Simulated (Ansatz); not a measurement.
Here is an Ansatz 0.2.0 calculation.

input.yaml

```yaml
crystal:
  lattice:
    - [1.4021288975, 0.8095194964, 6.9742947559]
    - [-1.4021288975, 0.8095194964, 6.9742947559]
    - [0.0, -1.6190389928, 6.9742947559]
  atoms:
    - { symbol: Ni, position: [0.0, 0.0, 0.0], spin: 1.0 }
    - { symbol: O, position: [0.378789, 0.378789, 0.378789] }
    - { symbol: O, position: [0.621211, 0.621211, 0.621211] }
hamiltonian:
  xc: r2scan
  pseudopotentials: { kind: paw, level: accurate }
  hubbard: { sites: [{ species: Ni, l: d, u_eff: 5.0 }], projectors: atomic }
magnetization:
  spin_polarized: true
kpoints:
  mp_grid: { grid: [11, 11, 11] }
scf:
  occupations: { method: gaussian, width: 0.02 }
output:
  forces: true
  stress: true
  eigenvalues: true
```

Potentials or basis: Ansatz PAW earlier set.

Run with:

```bash
$ ansatz run input.yaml --threads 2 --pin off --max-ram 5120MiB --backend cpu --events-out ev --progress --plain --runs-dir out
```

**Question.** Predict the pressure.

**Answer.** -2.8 GPa.

**Question.** Predict the absolute moment.

**Answer.** 0.91 μB per cell.

Eigenvalues of the final occupation matrices:
```tsv
site	spin	trace	eigenvalues
site 1	1	4.46	0.74 0.74 0.99 0.99 0.99
site 1	2	4.05	0.53 0.53 1.00 1.00 1.00
```

Caveat: the magnetic or orbital state may not be the lowest; odd divisions of the mesh miss points on the zone boundary, where band edges often lie, so the gap on the mesh can be too wide; the PAW data sets come from PBE, with cores solved anew for the run's functional, which leaves a small shift of forces and pressure; the starting moments weren't kept. The state reached can hang on the start; a lower one may exist.
